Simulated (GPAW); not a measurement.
Crystal: Ag.

```
Ag
1.0
     2.93000    0.00000    0.00000
    -1.46500    2.53745    0.00000
     0.00000    0.00000    4.79000
Ag
2
Direct
  0.66667 0.33333 0.75000
  0.33333 0.66667 0.25000
```

This isn't the form of Ag at room conditions, which is fcc.

```yaml
Program: GPAW 26.7.0
Task: single point
Functional: PBE
Potentials_or_basis: GPAW PAW data sets (gpaw-data 1.2.1)
Cutoff: 600 eV
Basis: pw
k_mesh: 10 × 10 × 6
Occupations: fermi-dirac, width 0.05 eV
Spin: no spin polarisation
```

On this cell: pressure 0.6 GPa; largest force under 0.003 eV/Å; band gap on the k mesh none (metal or under the smearing width).

The same run follows on a disturbed copy (atoms moved at random, drawn with an rms of 0.05 Å):

```
Ag
1.0
     2.93000    0.00000    0.00000
    -1.46500    2.53745    0.00000
     0.00000    0.00000    4.79000
Ag
2
Direct
  0.68483 0.35008 0.74689
  0.33791 0.67266 0.25057
```

What does the disturbed cell give?

The energy (extrapolated to zero smearing) moves by +0.7 meV/atom; pressure 0.6 GPa; largest force 0.096 eV/Å; band gap on the k mesh none (metal or under the smearing width).

Forces in eV/Å, atoms in the order of the input:
```
Ag  -0.022 -0.023  0.090
Ag   0.022  0.023 -0.090
```

Stress tensor (GPa, compression positive):
```
 0.93  0.14 -0.02
 0.14  0.62 -0.02
-0.02 -0.02  0.19
```
